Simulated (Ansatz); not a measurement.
Rows from a G0W0 calculation on MgI2/MgI2/MgI2 (1T multilayer) (Ansatz 0.2.0; G0W0 on PBEsol, plane waves, PAW; 3×3×1 mesh, 958 empty bands, screening to 65 eV), in eV. Spin-orbit coupling is left out.

```
row                      k  band   start       Σx  Σc at the solution      Vxc
  A                      Γ    c1  -2.292   -7.258              -3.590  -11.595
  B  (0.333, 0.333, 0.000)    v1  -6.849  -17.255               1.895  -14.558
  C                      Γ    c2  -1.942   -6.965              -3.531  -11.322
  D                      Γ    v1  -6.202  -18.044               1.910  -15.296
  E  (0.333, 0.333, 0.000)    c2  -1.931   -6.761              -3.513  -11.018
  F  (0.333, 0.333, 0.000)    c1  -2.367   -6.380              -3.457  -10.460
```

Give the quasiparticle energies and the shift of each level.

The quasiparticle equation reads E = start + Σx + Σc(E) − Vxc.

```
row  E (eV)  shift (eV)
  A  -1.544      +0.748
  B  -7.651      −0.802
  C  -1.117      +0.826
  D  -7.041      −0.839
  E  -1.187      +0.744
  F  -1.745      +0.623
```

Limits: not at the basis limit; coarse mesh for a sheet; no spin-orbit coupling.

[Paths, hosts, dates, memory and timing lines, banners, echoed tables and standing remarks are left out of the program output.]

[Logs are printed without paths, hosts, clocks, repeated set-up lines and the standing remarks that a program may print on its own settings, such as how far it seeks lower states.]

[Runs of the session that timed out or met a known fault of the program may be left out.]

[Cells called generated may have been cut or substituted from an entry of the Crystallography Open Database or the Materials Project.]

[Hosts, paths, dates, database ids (printed as entryN), source tags and the programs' standing remarks are cut or masked in the printed files.]
